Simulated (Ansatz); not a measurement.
MoS2:

```
Mo S
1.0
     3.16900    0.00000    0.00000
    -1.58450    2.74443    0.00000
     0.00000    0.00000   12.32400
Mo S
2 4
Direct
  0.66667 0.33333 0.75000
  0.33333 0.66667 0.25000
  0.66667 0.33333 0.37700
  0.33333 0.66667 0.87700
  0.66667 0.33333 0.12300
  0.33333 0.66667 0.62300
```

Base run:

| Item | Value |
| --- | --- |
| Program | Ansatz 0.2.0 |
| Functional | PBEsol |
| Potentials or basis | Ansatz PAW |
| Cutoff | 420 eV |
| Density cutoff | 1680 eV |
| k mesh | 10 × 10 × 3 |
| Occupations | fermi-dirac, width 0.05 eV |
| Spin | no spin polarisation |
| Hubbard terms | Mo d U = 4 eV |

Its results: band gap on the k mesh 0.99 eV, indirect (least direct gap 1.69 eV); pressure -3.0 GPa; largest force 0.325 eV/Å.

The run is repeated on the same cell with these changes: hubbard terms from Mo d U = 4 eV to Mo d U = 2 eV. What comes out?

Band gap on the k mesh 0.92 eV, indirect (least direct gap 1.80 eV); pressure -3.0 GPa; largest force 0.319 eV/Å.

Caveats: odd divisions of the mesh miss points on the zone boundary, where band edges often lie, so the gap on the mesh can be too wide; this functional lacks dispersion, which binds the layers, so the pressure and a relaxed spacing across them are unreliable; the PAW data sets come from PBE, with cores solved anew for the run's functional, which leaves a small shift of forces and pressure; the density of states is complete only up to the lowest level of the last band computed.

A k mesh can miss the band edges.

Not every run made on this cell is shown here.
